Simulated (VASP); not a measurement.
**TiB2 under changes of volume**

One of the cells (8.379 Å³/atom); the others are scaled copies at fixed shape and fractional positions:

```
Ti B
1.0
     3.02034    0.00000    0.00000
    -1.51017    2.61569    0.00000
     0.00000    0.00000    3.18165
Ti B
1 2
Direct
  0.00000 0.00000 0.00000
  0.66667 0.33333 0.50000
  0.33333 0.66667 0.50000
```

```yaml
Program: VASP 6.6.1
Functional: PBEsol
Potentials_or_basis: VASP PAW PBE potentials, release 64 (Ti_sv, B)
Cutoff: 520 eV
k_mesh: 8 × 8 × 8
Occupations: fermi-dirac, width 0.05 eV
Spin: no spin polarisation
```

```tsv
volume (Å³/atom)	energy over the lowest point (meV/atom)	pressure (GPa)
8.043	12.18	11.8
8.211	?	?
8.379	0.00	0.0
8.546	2.59	-5.1
8.714	10.27	-9.7
```

Q: What does the run at 8.211 Å³/atom give?

A: Energy over the lowest point 3.01 meV/atom; pressure 5.6 GPa.

Worked out: A Birch-Murnaghan fit of order 2 (a polynomial in V^(-2/3)) to the other rows has its minimum at 8.38 Å³/atom with B0 = V·E''(V) = 266 GPa at fixed shape and positions, which overstates the stiffness. It gives 2.99 meV/atom at 8.211 Å³/atom, against the run's 3.01, and -dE/dV = 5.7 GPa, against 5.6.

Energies are extrapolated to zero smearing.

Caveats: the PAW data sets were made with another functional, which shifts forces and pressure a little.
